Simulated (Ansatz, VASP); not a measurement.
# AlN: VASP beside Ansatz

```
Al N
1.0
     0.00000    2.00400    2.09555
     2.00400    0.00000    2.09555
     2.00400    2.00400    0.00000
Al N
1 1
Cartesian
  2.0040 2.0040 2.0956
  0.0000 0.0000 0.0000
```

Change from the starting cell: strain -0.015 along x and y, +0.030 along z, atoms carried along.

Alike in both runs: task single point; functional PBE; k mesh 10 × 10 × 10; occupations gaussian, width 0.05 eV; no spin polarisation.

|  | VASP | Ansatz |
| --- | --- | --- |
| version | VASP 6.6.1 | Ansatz 0.2.0 |
| potentials or method | VASP PAW PBE potentials, release 64 (Al, N) | scalar-relativistic, plane waves, PAW |
| plane-wave cutoff (eV) | 520 | 420 |
| valence electrons in the cell | 8 | 8 |

|  | VASP | Ansatz | Ansatz less VASP |
| --- | --- | --- | --- |
| gap on the k mesh at the Fermi level (eV) | 4.12 | 4.15 | +0.024 |
| least direct gap on the mesh (eV) | 5.19 | 5.18 | -0.011 |
| pressure (GPa) | 1.1 | 1.4 | +0.28 |
| largest component of the traceless stress (GPa) | 7.17 | 7.21 | +0.039 |

A k mesh can miss the band edges.
